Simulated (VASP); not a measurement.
Here is a VASP 6.6.1 calculation.

Contents of INCAR:

```
PREC = Accurate
ENCUT = 520
EDIFF = 1E-6
ISMEAR = 0
SIGMA = 0.03
LREAL = False
LASPH = True
NELM = 80
ALGO = Normal
ISIF = 2
LWAVE = False
LCHARG = False
GGA = PS
NBANDS = 126
ICORELEVEL = 1
KPAR = 4
```

KPOINTS

```
Automatic mesh
0
Gamma
  6 6 6
```

File POSCAR:

```
SnGe15                                  
1.0
   -0.0000000000      5.7334504475     -5.7334504475
    5.7334504475      5.7334504475     -0.0000000000
    5.7334504475      0.0000000000     -5.7334504475
  Sn              Ge            
     1    15
Direct
     0.5000000000000000    0.0000000000000000    0.5000000000000000
     0.4997644830673516    0.5002355169326484    0.4997644830673516
     0.0002355169326484    0.9997644830673516    0.4997644830673516
     0.0002355169326484    0.5002355169326484    0.4997644830673516
     0.4997644830673516    0.9997644830673516    0.0002355169326484
     0.4997644830673516    0.5002355169326484    0.0002355169326484
     0.0002355169326484    0.9997644830673516    0.0002355169326484
     1.0000000000000000    0.5000000000000000    0.0000000000000000
     0.3705408538132599    0.3883774385602204    0.3705408538132599
     0.3705408538132599    0.8705408538132599    0.3705408538132599
     0.8751720707770639    0.3751720707770639    0.3744837876688153
     0.8883774385602204    0.8705408538132599    0.3705408538132599
     0.3744837876688153    0.3751720707770639    0.8751720707770639
     0.3705408538132599    0.8705408538132599    0.8883774385602204
     0.8751720707770639    0.3751720707770639    0.8751720707770639
     0.8751720707770639    0.8744837876688153    0.8751720707770639
```

KPOINTS_OPT

```
explicit points
6
Reciprocal
 0.0000000000  0.0000000000  0.0000000000 1
 0.3750000000  0.3750000000  0.7500000000 1
 0.5000000000  0.5000000000  0.5000000000 1
 0.6250000000  0.2500000000  0.6250000000 1
 0.5000000000  0.2500000000  0.7500000000 1
 0.5000000000  0.0000000000  0.5000000000 1
```

Potentials or basis: VASP PAW PBE potentials, release 64 (Sn_d, Ge_d).

Run with:

```bash
$ cat potpaw_PBE.64/Sn_d/POTCAR potpaw_PBE.64/Ge_d/POTCAR > POTCAR
$ mpirun -np 4 vasp_std > vasp.out
```

Problem. Estimate the band gap along the path.

Solution. None (metal or under the smearing width).

Problem. Predict the pressure.

Solution. 0.0 GPa.

Forces in eV/Å, atoms in the order of the input:
```
Sn   0.000  0.000  0.000
Ge   0.000  0.000  0.003
Ge  -0.003  0.000  0.000
Ge   0.000  0.003  0.000
Ge   0.000 -0.003  0.000
Ge   0.003  0.000  0.000
Ge   0.000  0.000 -0.003
Ge   0.000  0.000  0.000
Ge   0.000  0.000  0.000
Ge   0.000  0.000  0.000
Ge   0.001 -0.001 -0.001
Ge   0.000  0.000  0.000
Ge  -0.001  0.001 -0.001
Ge   0.000  0.000  0.000
Ge  -0.001 -0.001  0.001
Ge   0.001  0.001  0.001
```

Caveat: the PAW data sets were made with another functional, which shifts forces and pressure a little; spin-orbit coupling is left out, which moves the levels of the heavy elements.
